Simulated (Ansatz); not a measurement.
## How far is this AlN from the hull?

Method: DFT PBE, scalar-relativistic, plane waves, PAW in Ansatz 0.2.0. Settings: cutoff 420 eV, Γ-centred meshes spaced at most about 0.3 Å⁻¹ (2π included), Gaussian smearing. No spin polarisation.

The zero of energy is the elements' standard structures at the same level (N₂ as a molecule); no fitted shifts are applied.

These are static total energies at zero pressure. Weakly bound directions are ill-defined at this level, which has no dispersion term (C2/m), and this can change margins and order among such cells.

The competitors are the elements and 1 reference phase of this chemical system (from databases or known types: AlN), relaxed at the same level; other known phases may be missing.

The candidate was reached from: a relaxed cell, shaken at random and relaxed again.

```yaml
crystal:
  lattice:
    - [1.95406, -1.95419, 0.00000]
    - [1.95406, 1.95419, 0.00000]
    - [-0.50274, 0.00000, 9.57715]
  atoms:
    - { symbol: Al, position: [0.73645, 0.73645, 0.89458] }
    - { symbol: Al, position: [0.26355, 0.26355, 0.10542] }
    - { symbol: N, position: [0.23527, 0.23527, 0.88548] }
    - { symbol: N, position: [0.76473, 0.76473, 0.11452] }
```

Question: Is it stable, and against what?

Answer: Not the lowest form: another structure of the same formula lies lower. Its formation energy is -0.923 eV/atom. The lowest competing phase at this composition is this:

| phase | space group | source | share of atoms | ΔE_f (eV/atom) |
| --- | --- | --- | --- | --- |
| AlN | P6_3mc (No. 186) | Materials Project | 1.0000 | -1.368 |

The candidate lies 0.45 eV/atom above this phase. The candidate matches no cell in the subsets of the Crystallography Open Database and the Materials Project at hand. The margin is far too high for a likely synthesis.
